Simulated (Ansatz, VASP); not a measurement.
**Cross-check of B26P27 (V_B) between VASP and Ansatz**

Aim: how closely do two programs agree when they are given the same cell, functional and k mesh? The cell is taken from a series of runs on this material, whose earlier steps may have relaxed, scaled, displaced or heated it; both programs get it as it stands.

Calculated with Ansatz 0.2.0; plane waves, with VASP 6.6.1 beside it; single point at r2SCAN.

### Step 1. Set-up

The cell holds 53 atoms: 26 B and 27 P. Its edges and angles: a = 9.479 Å, b = 9.479 Å, c = 9.479 Å, α = 60.0°, β = 60.0°, γ = 60.0°. It derives from BP (BP (F-43m)). Nearest the centre at fractional (0.667, 0.333, 0.667): P37 at 1.95 Å, P46 at 1.96 Å, P40 at 1.97 Å, P38 at 1.97 Å, B5 at 3.13 Å, B3 at 3.13 Å, B6 at 3.15 Å, B25 at 3.15 Å. The cell carries charge +1.

Coordinates:

```cif
data_structure
_symmetry_space_group_name_H-M 'P 1'
_symmetry_Int_Tables_number 1
_cell_length_a 9.4787
_cell_length_b 9.4787
_cell_length_c 9.4787
_cell_angle_alpha 60.000
_cell_angle_beta 60.000
_cell_angle_gamma 60.000
_cell_volume 602.20
loop_
_atom_site_label
_atom_site_type_symbol
_atom_site_fract_x
_atom_site_fract_y
_atom_site_fract_z
_atom_site_occupancy
B1 B 0.99930 0.00040 0.00093 1
B2 B 0.99901 0.00040 0.33430 1
B3 B 0.99574 0.00103 0.66897 1
B4 B 0.99954 0.33375 0.00107 1
B5 B 0.99545 0.33509 0.33515 1
B6 B 0.99714 0.33468 0.66860 1
B7 B 0.99965 0.66682 0.00087 1
B8 B 0.99924 0.66705 0.33433 1
B9 B 0.99946 0.66713 0.66766 1
B10 B 0.33273 0.00029 0.00068 1
B11 B 0.33224 0.00009 0.33388 1
B12 B 0.33236 0.00017 0.66761 1
B13 B 0.33323 0.33479 0.99768 1
B14 B 0.33233 0.33388 0.33395 1
B15 B 0.33230 0.33421 0.66797 1
B16 B 0.33287 0.66696 0.00078 1
B17 B 0.33266 0.66689 0.33414 1
B18 B 0.33279 0.66446 0.66850 1
B19 B 0.66708 0.00034 0.99845 1
B20 B 0.66581 0.00024 0.33403 1
B21 B 0.66614 0.00028 0.66787 1
B22 B 0.66687 0.33441 0.99907 1
B23 B 0.66617 0.33414 0.33403 1
B24 B 0.66617 0.66702 0.00087 1
B25 B 0.66690 0.66494 0.33402 1
B26 B 0.66670 0.66547 0.66817 1
P27 P 0.25023 0.24933 0.25159 1
P28 P 0.25025 0.24966 0.58354 1
P29 P 0.24935 0.24982 0.91733 1
P30 P 0.24906 0.58402 0.25055 1
P31 P 0.24926 0.58354 0.58370 1
P32 P 0.24926 0.58385 0.91766 1
P33 P 0.24886 0.91665 0.25046 1
P34 P 0.25015 0.91764 0.58331 1
P35 P 0.24912 0.91673 0.91782 1
P36 P 0.58220 0.24977 0.25149 1
P37 P 0.58192 0.24938 0.58333 1
P38 P 0.58278 0.24857 0.92153 1
P39 P 0.58225 0.58355 0.25064 1
P40 P 0.58224 0.58788 0.58263 1
P41 P 0.58235 0.58399 0.91782 1
P42 P 0.58204 0.91750 0.25139 1
P43 P 0.58226 0.91751 0.58371 1
P44 P 0.58231 0.91676 0.91735 1
P45 P 0.91567 0.24989 0.25085 1
P46 P 0.92000 0.24933 0.58388 1
P47 P 0.91659 0.24981 0.91822 1
P48 P 0.91630 0.58416 0.25033 1
P49 P 0.91645 0.58425 0.58375 1
P50 P 0.91605 0.58358 0.91750 1
P51 P 0.91613 0.91682 0.25072 1
P52 P 0.91568 0.91687 0.58383 1
P53 P 0.91647 0.91620 0.91814 1
```

### Step 2. Ansatz: single point, r2SCAN

Ansatz runs on its PAW soft_1 files.

With cell and atoms fixed, the geometry can't cause a difference; cores, projectors, grids and the points listed under the comparison can.

input.yaml reads:

```yaml
crystal:
  checkpoint: "../qp1_M2.relax.run"
  host: checkpoint
total_charge: 1
basis:
  ecutwfc: 500
  xc_grid: 2
hamiltonian:
  xc: r2scan
  pseudopotentials: { kind: paw, azcp: { folder: soft_1 } }
kpoints:
  mp_grid: { grid: [2, 2, 2], shift: [0.5, 0.5, 0.5] }
magnetization:
  spin_polarized: true
  initial_magnetization: 2
  spin_locking: { lock_magnetization: hard }
scf:
  occupations: { method: fixed }
  max_iter: 80
output:
  forces: true
  eigenvalues: true
  charged_corrections:
    epsilon: 9.31
    static_epsilon: 9.42
    defect_position: [0.666667, 0.333333, 0.666667]
  eigenstates: { localisation: true }
  populations: true
  efg: {}
checkpoint:
  read: "../qp1_M2.relax.run"
  write: "../qp1_M2.point.run"
  compress: false
  write_wavefunctions: false
  write_every: 100000
```

Started as:

```console
> ansatz run input.yaml --threads 8 --pin off --max-ram 15073MiB --backend cpu --events-out ev --progress --plain --runs-dir out
```

Numbers of over 12 decimals in the logs are rounded to 6 here.

The program printed:

```text
Warning: This run holds its total moment fixed (magnetization.spin_locking.lock_magnetization: hard) and mixes its density by anderson or broyden (scf.mixing.algorithm, typed or taken by auto). Slabs with a fixed moment have converged under broyden above another state at the same moment, at the default mixing steps and at smaller ones, and under scf.lower_state_search: standard, light or off a state that such a mixer [...]
crystal.checkpoint: the structure is that of <dir>, a `relax` run, at its step 6: its result, under r2scan at a charge of 1 e; 53 atoms read, 0 with a starting moment; crystal.structure_sha256 for this input is
Engine: ansatz 0.2.0, x86_64-unknown-linux-gnu
Pseudopotentials: kind: paw
Pseudopotential: B, paw, valence charge 3, recommended cutoff 500 eV (meta_gga), soft_1/B.paw.azcp
Pseudopotential: P, paw, valence charge 5, recommended cutoff 500 eV (meta_gga), soft_1/P.paw.azcp
Functional definition: r2SCAN
  parameter k0 = 0.174
  parameter k1 = 0.065
  parameter a1 = 4.9479
  exchange = r2scan_x(k0 = k0, k1 = k1, a1 = a1)
  correlation = r2scan_c
Crystal: 53 atoms, lattice volume = 602.196 Å³
Basis set: ecut = 500 eV, 15353 PW (Γ), exchange–correlation on 144×144×144 points (8 copies of the dense FFT grid, shifted against one another)
Bands: 160, of which v1, the nominal top of the filled ones, is band 106 counted from 1 (105 counted from 0)
Symmetry: 1 space group operations
Space group: P1 (ITA 1), of the structure as read, at distance tolerance 8.4e-5 Å
Magnetic group: BNS 1.1 (UNI 1), of the structure as read, at distance tolerance 8.4e-5 Å
k-points: 4 of 8 (time reversal used)
Non-local potential: B, projectors of the file, l = 0: 2, l = 1: 2, l = 2: 1
Non-local potential: P, projectors of the file, l = 0: 2, l = 1: 2, l = 2: 1
PAW form: soft (Blöchl's): semilocal exchange-correlation on the pseudo side does not see the compensation charge
PAW frozen core: B, regenerated for the run's functional (the file was generated under x = pbe(κ = 0.804, μ = 0.219515), c = pbe(β = 0.066725))
PAW frozen core: P, regenerated for the run's functional (the file was generated under x = pbe(κ = 0.804, μ = 0.219515), c = pbe(β = 0.066725))
PAW one-centre angular grid: B, 302 points (default); XC on 223 of its mesh's 2233 points in the sphere
PAW one-centre angular grid: P, 302 points (default); XC on 160 Gauss nodes
Initial density: read from a saved state, or passed on in memory by an earlier SCF of this step, an earlier step, the calling program or the single point that the run made first
Stability of the state it starts from, as read at its close in the collinear treatment: not read, because the mixer in use, unlike msr1, does not test its closes by its own steps (another_mixer); its run was given moments
Starting moments: Σ|m| = 2 μB on 53 of 53 sites; this step starts from the density that it was given
Initial wavefunctions: those read from a saved state, or passed on in memory by an earlier step or the calling program
Functional: x = r2scan, c = r2scan; τ floored in thin density (d = 2e-4 eV/Å³)
SCF iter   1: F=—  HF=-24598.746957 eV  |F-HF|=—  |Δ(HF+E_count)|=         —  Δρ=7.34e-7 (↑7.10e-7 ↓7.34e-7)  dr2=9.73e-9  dr2_τ=3.82e-11  dr2_m=2.16e-11  M=2.000 μB ∫|m|=2.139 μB  β_m=1.20  ethr=1.46e-11  ⟨swp⟩=3.5  Hψ=3006  notcnv=0
preconditioner: auto → Resta (q_TF=auto, 2.293 Å⁻¹)  ε∞=4.6  [insulator: Δε(μ)=0.080 eV  Ē_g=11.556 eV  n_scr=112 (ndim 8)  ℏωp=22.0 eV  f_vac=0.000  ε∞_Penn≈4.6]
spin=Collinear: Resta preconditioning applied to the charge; magnetization (m = ρ↑ − ρ↓) channel mixes plain (no charge-response kernel on spin).
SCF iter   2: F=-24598.746957 eV  HF=-24598.746957 eV  |F-HF|=4.21e-9  |Δ(HF+E_count)|=   3.27e-9  Δρ=5.59e-7 (↑5.46e-7 ↓5.59e-7)  dr2=5.63e-9  dr2_τ=2.11e-11  dr2_m=3.07e-12  M=2.000 μB ∫|m|=2.139 μB  ethr=4.59e-12  ⟨swp⟩=2.0  Hψ=2147  notcnv=0
SCF 1 converged in 2 iterations: F = -24598.746957 eV  dr2 = 5.63e-9
  greatest PAW one-centre occupation: 0.795 electrons in one spin orbital (limit 2), on the P atom at site 21 (counted from 0), in its partial waves of l = 0
this state was not tested for a lower state beside it, because the mixer in use, unlike msr1, does not test its closes by its own steps (another_mixer; see scf.mixing.algorithm and scf.lower_state_search)
SCF converged after 2 iterations
Magnetization: 2.0000 μB (107.0000 up, 105.0000 down)
Absolute magnetization: 2.1424 μB (∫|ρ↑−ρ↓|, with the PAW one-centre terms)
[...]
electrostatic potential = -326.491158 V   contact ρ = 485.139838 e/Å³   contact ρ_s (e/Å³): all electrons +0.069341, valence +0.082970
  atom  53  P  V_zz =    -0.452718   η = 0.9617   by run symmetry: allowed
            electrostatic potential = -1495.682111 V   contact ρ = 16083.761851 e/Å³   contact ρ_s (e/Å³): all electrons +0.039006, valence +0.037387
--- Charged-cell corrections in eV (Makov–Payne, q = +1.000 e, ε = 9.310 of the electrons, 9.420 with the ions) ---
  F (periodic)     = -24598.746957  (uncorrected; the corrections below are reported, never added to it)
  E_corr1          = +0.264504  (monopole, q²α_M/2εL)
  F Makov-Payne    = n/a  (the rows are of the electrons' constant alone; ansatz place-levels tells what screens the charge)
  no potential alignment in this run, which stands beside a crystal: run the host's input off ansatz write-host-input, and read the two finished runs by ansatz place-levels (neither reads a slab, a wire or a sheet, whose cell leaves a vacuum)
--- Band table (eV; the first three rows and the last of 8) ---
  k-point 0 ↑: bands = [... 102 lower, 8.3618, 8.9895, 9.0103, 9.3323, 10.0736, 10.1533, 11.5716, 11.5736, ... 50 higher]
  k-point 1 ↑: bands = [... 102 lower, 8.2640, 8.2912, 8.7845, 8.9045, 9.5955, 9.8889, 11.4518, 12.3234, ... 50 higher]
  k-point 2 ↑: bands = [... 102 lower, 8.2595, 8.2939, 8.7926, 8.8921, 9.5944, 9.9113, 11.4502, 12.3208, ... 50 higher]
  k-point 3 ↓: bands = [... 102 lower, 8.3261, 8.5638, 8.8532, 9.2965, 10.4162, 10.4445, 11.5004, 12.3609, ... 50 higher]
--- Löwdin populations: 53 sites ---
  site symbol       q [e]    m [muB]
     0      B      3.6625     0.0017
     1      P      4.2340     0.0321
     2      B      3.6611     0.0010
     3      P      4.2252     0.0475
     4      B      3.6435     0.0061
     5      P      4.2377     0.0053
     6      B      3.6585     0.0026
     7      P      4.2406     0.0063
     8      B      3.6410     0.0016
     9      P      4.2377     0.0055
    10      B      3.6518     0.0280
    11      P      4.2365     0.0074
    12      B      3.6602     0.0064
    13      P      4.2413     0.0096
    14      B      3.6623     0.0015
    15      P      4.2314     0.0336
    16      B      3.6584     0.0024
    17      P      4.2404     0.0059
    18      B      3.6609     0.0009
    19      P      4.2255     0.0534
    20      B      3.6650     0.0014
    21      P      4.4791     0.5480
    22      B      3.6655    -0.0047
    23      P      4.4192     0.3210
[...]
45      P      4.2381     0.0014
    46      P      4.2465     0.0023
    47      B      3.6579     0.0022
    48      P      4.2402     0.0051
    49      B      3.6468     0.0080
    50      P      4.2383     0.0042
    51      B      3.6526     0.0249
    52      P      4.2360     0.0043
  spilling = 0.008565 (of n_electrons = 212.000000)
```

### Step 3. VASP: single point, r2SCAN

The same cell, functional and mesh now go to VASP, with its own data sets.

Lines of VASP's logs that name or quote its potential files are left out, and so is its time.

INCAR reads:

```
SYSTEM = B26P27
PREC = Accurate
ENCUT = 460
EDIFF = 1E-06
NELM = 200
ISMEAR = 0
SIGMA = 0.01
LREAL = Auto
ALGO = Normal
METAGGA = R2SCAN
LASPH = .TRUE.
NELECT = 212
NBANDS = 144
ISPIN = 2
MAGMOM = 0 0 0.01 0 0 0.02 0 0 0 0 0 -0 0 -0 0.02 0 0 0 0.01 -0 0.02 0.02 0.02 0 0.01 0.02 0.01 0.02 0 0 0 0 0 0.02 0 0.03 0.18 0.11 0 0.12 0 0.02 0.03 0 0 0.08 0 0 0 0 0 0 0
LORBIT = 11
LWAVE = .FALSE.
LCHARG = .FALSE.
ISIF = 2
ISYM = 0
NUPDOWN = 2
GGA_COMPAT = .FALSE.
LMIXTAU = .TRUE.
KPAR = 4
```

POSCAR reads:

```
B26P27
1.0
    0.0000000000      6.7024878823      6.7024878823
    6.7024878823      0.0000000000      6.7024878823
    6.7024878823      6.7024878823      0.0000000000
B P
26 27
Direct
    0.9992960002      0.0004004273      0.0009304472
    0.9990118027      0.0003958574      0.3343049352
    0.9957362589      0.0010347603      0.6689696982
    0.9995440313      0.3337498595      0.0010704260
    0.9954541528      0.3350876100      0.3351492860
    0.9971392443      0.3346843223      0.6686025323
    0.9996518824      0.6668189947      0.0008732564
    0.9992400711      0.6670488514      0.3343309487
    0.9994594210      0.6671298165      0.6676568480
    0.3327325191      0.0002933919      0.0006792054
    0.3322376382      0.0000918639      0.3338817941
    0.3323554921      0.0001732564      0.6676123547
    0.3332341464      0.3347917855      0.9976781496
    0.3323316754      0.3338785947      0.3339494311
    0.3323041910      0.3342070430      0.6679674572
    0.3328656519      0.6669560996      0.0007758609
    0.3326572840      0.6668897422      0.3341422480
    0.3327889260      0.6644555167      0.6685042029
    0.6670835304      0.0003364115      0.9984508247
    0.6658087596      0.0002374167      0.3340287322
    0.6661377751      0.0002772399      0.6678652826
    0.6668698264      0.3344062984      0.9990704192
    0.6661723159      0.3341410673      0.3340296002
    0.6661743155      0.6670167660      0.0008651593
    0.6669014775      0.6649388930      0.3340248410
    0.6666969835      0.6654660312      0.6681682862
    0.2502348774      0.2493315866      0.2515852862
    0.2502511901      0.2496637778      0.5835444274
    0.2493511735      0.2498236827      0.9173288909
    0.2490625106      0.5840246793      0.2505532366
    0.2492589013      0.5835400917      0.5837030910
    0.2492554642      0.5838519921      0.9176555764
    0.2488605927      0.9166483242      0.2504634377
    0.2501495922      0.9176362807      0.5833060422
    0.2491202501      0.9167268506      0.9178163364
    0.5822016679      0.2497684148      0.2514944964
    0.5819212895      0.2493753612      0.5833347084
    0.5827771780      0.2485744093      0.9215286053
    0.5822524761      0.5835472871      0.2506374476
    0.5822367901      0.5878848458      0.5826308695
    0.5823455178      0.5839909036      0.9178189261
    0.5820414889      0.9175033964      0.2513911377
    0.5822594484      0.9175108469      0.5837139398
    0.5823077293      0.9167592863      0.9173453478
    0.9156713038      0.2498925112      0.2508475790
    0.9200000716      0.2493306766      0.5838837774
    0.9165917602      0.2498062343      0.9182154536
    0.9163017145      0.5841586408      0.2503314426
    0.9164490828      0.5842527886      0.5837539415
    0.9160542083      0.5835838535      0.9175016584
    0.9161327072      0.9168243557      0.2507225543
    0.9156753500      0.9168740855      0.5838285631
    0.9164722630      0.9162019849      0.9181364301
```

KPOINTS reads:

```
Points of the shifted mesh
8
Reciprocal
 0.2500000000  0.2500000000  0.2500000000 1
 0.2500000000  0.2500000000  0.7500000000 1
 0.2500000000  0.7500000000  0.2500000000 1
 0.2500000000  0.7500000000  0.7500000000 1
 0.7500000000  0.2500000000  0.2500000000 1
 0.7500000000  0.2500000000  0.7500000000 1
 0.7500000000  0.7500000000  0.2500000000 1
 0.7500000000  0.7500000000  0.7500000000 1
```

Potentials, in the order of the species: B and P (PBE family, release 64).

Started as:

```console
> mpirun -np 8 vasp_std
```

The program printed:

```text
[banner, memory and clock lines left out]
running    8 mpi-ranks, on    1 nodes
[...]
|                                                                             |
|           W    W    AA    RRRRR   N    N  II  N    N   GGGG   !!!           |
|           W    W   A  A   R    R  NN   N  II  NN   N  G    G  !!!           |
|           W    W  A    A  R    R  N N  N  II  N N  N  G       !!!           |
|           W WW W  AAAAAA  RRRRR   N  N N  II  N  N N  G  GGG   !            |
|           WW  WW  A    A  R   R   N   NN  II  N   NN  G    G                |
|           W    W  A    A  R    R  N    N  II  N    N   GGGG   !!!           |
|                                                                             |
|     For optimal performance we recommend to set                             |
|       NCORE = 2 up to number-of-cores-per-socket                            |
|     NCORE specifies how many cores store one orbital (NPAR=cpu/NCORE).      |
|     This setting can greatly improve the performance of VASP for DFT.       |
[...]
DAV:   5    -0.513967362243E+03   -0.38519E-01   -0.38404E-01  5664   0.124E+00BRMIX: very serious problems
 the old and the new charge density differ
 old charge density:   213.00000 new  212.00000
BRMIX: very serious problems
 the old and the new charge density differ
 old charge density:   213.00000 new  212.00000
BRMIX: very serious problems
 the old and the new charge density differ
 old charge density:   213.00000 new  212.00000
BRMIX: very serious problems
 the old and the new charge density differ
 old charge density:   213.00000 new  212.00000
    0.433E+01
DAV:   6    -0.483253470935E+03    0.30714E+02   -0.33536E+01  5128   0.126E+01    0.259E+01
DAV:   7    -0.456498951302E+03    0.26755E+02   -0.72033E+00  5712   0.623E+00    0.659E+00
DAV:   8    -0.461993542694E+03   -0.54946E+01   -0.89167E+00  5048   0.750E+00    0.336E+00
DAV:   9    -0.462992745463E+03   -0.99920E+00   -0.82779E-01  5320   0.264E+00    0.173E+00
[...]
DAV:  16    -0.463016378687E+03   -0.76361E-04   -0.51369E-05  5144   0.197E-02    0.120E-02
DAV:  17    -0.463016384696E+03   -0.60086E-05   -0.52373E-06  5488   0.671E-03    0.952E-03
DAV:  18    -0.463016384485E+03    0.21076E-06   -0.47482E-07  2944   0.198E-03
   1 F= -.46301638E+03 E0= -.46301638E+03  d E =-.353098E-06  mag=     2.0000
```

OUTCAR, selected parts (step 3):

```text
  FREE ENERGIE OF THE ION-ELECTRON SYSTEM (eV)
  ---------------------------------------------------
  free  energy   TOTEN  =      -463.0163844850 eV

  energy  without entropy=     -463.0163841319  energy(sigma->0) =     -463.01638431

 magnetization (x)
# of ion       s       p       d       tot
------------------------------------------
    1        0.000   0.001   0.000   0.001
    2        0.000   0.001   0.000   0.001
    3        0.002   0.000   0.000   0.002
    4        0.000   0.001   0.000   0.001
    5        0.002   0.000   0.000   0.002
    6        0.004   0.017   0.000   0.021
    7        0.000   0.002   0.000   0.003
    8        0.000   0.001   0.000   0.001
    9        0.000   0.001   0.000   0.001
   10       -0.000   0.001   0.000   0.001
   11       -0.000  -0.000   0.000  -0.000
   12       -0.001  -0.002   0.000  -0.003
   13        0.001  -0.002   0.000  -0.000
[...]
--------------------------------------------------
tot          0.184   0.968   0.000   1.152

[... 1 further part left out ...]
```

The cell is charged against a uniform background.

The run ends at a pressure of 4.15 GPa, with forces up to 0.080 eV/Å.

### Step 4. Side by side

Known differences besides the potentials themselves: VASP starts from the moments at which Ansatz ended; VASP keeps PBE cores, Ansatz makes them for the functional; fixed occupations in Ansatz, narrow Gaussian smearing in VASP; the cutoff is 500 eV in Ansatz and 460 eV in VASP (PREC = Accurate, projectors in real space); site moments are counted in spheres of each program's own size. Total energies have different zeros and are not compared.

The two programs side by side:

```tsv
quantity	Ansatz	VASP	difference
total moment, fixed by the input (μB)	2.00	2.00	0.00
moment on P37 (μB)	0.18	0.28	-0.09
moment on P40 (μB)	0.12	0.18	-0.06
moment on P38 (μB)	0.11	0.18	-0.07
moment on P46 (μB)	0.08	0.12	-0.04
```

At this near-relaxed geometry the largest component of a force difference is 68 meV/Å. The cell carries a charge of +1 e against a uniform background, so its pressure also hangs on how the neutralising background is counted, and in a defect's cell a gap may be the spacing between its levels.

### Step 5. Summary of results

```yaml
r_m_s_force_difference_single_point_r2scan: 18 meV/Å
```

In words: The r.m.s. force difference is 18 meV/Å (single point, r2SCAN), beyond the 12 meV/Å picked in this series as the mark of a large difference. What causes the difference of the single point, r2SCAN pair stays open here. How closely two codes agree says nothing of how well the functional describes the real material.

[Lines on the potential files, build, host, timing and source positions are cut from VASP's logs without a mark.]

[Logs are printed without paths, hosts, clocks, repeated set-up lines and the standing remarks that a program may print on its own settings, such as how far it seeks lower states.]

[Hosts, paths, dates, database ids (printed as entryN), source tags and the programs' standing remarks are cut or masked in the printed files.]
